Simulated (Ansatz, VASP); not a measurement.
CsH in VASP and in Ansatz

```
Cs H
1.0
     0.00000    3.16660    3.16660
     3.16660    0.00000    3.16660
     3.16660    3.16660    0.00000
Cs H
1 1
Direct
  0.00000 0.00000 0.00000
  0.50000 0.50000 0.50000
```

Alike in both runs: functional r2SCAN; k mesh 8 × 8 × 8; occupations fermi-dirac, width 0.02 eV; no spin polarisation.

Ansatz relaxed the structure, and its values are those at the end. VASP's run is a single point on that final structure, the one shown.

|  | VASP | Ansatz |
| --- | --- | --- |
| version | VASP 6.6.1 | Ansatz 0.2.0 |
| potentials or method | VASP PAW PBE potentials, release 64 (Cs_sv, H) | PAW plane waves |
| plane-wave cutoff (eV) | 520 | 500 |
| valence electrons in the cell | 10 | 10 |

|  | VASP | Ansatz | Ansatz less VASP |
| --- | --- | --- | --- |
| gap on the k mesh at the Fermi level (eV) | 2.64 | 2.66 | +0.017 |
| pressure (GPa) | 0.3 | 0.2 | -0.04 |

With one functional, cell and mesh, what is left measures potentials, basis and numerics. Ansatz warned: «stress_scf_threshold_loose».

Caveats: the PAW data sets were made with another functional, which shifts forces and pressure a little (VASP); spin-orbit coupling is left out, which moves the levels of the heavy elements. r2SCAN opens gaps a little over a GGA but as a rule still falls short of measured ones. A k mesh can miss the band edges.
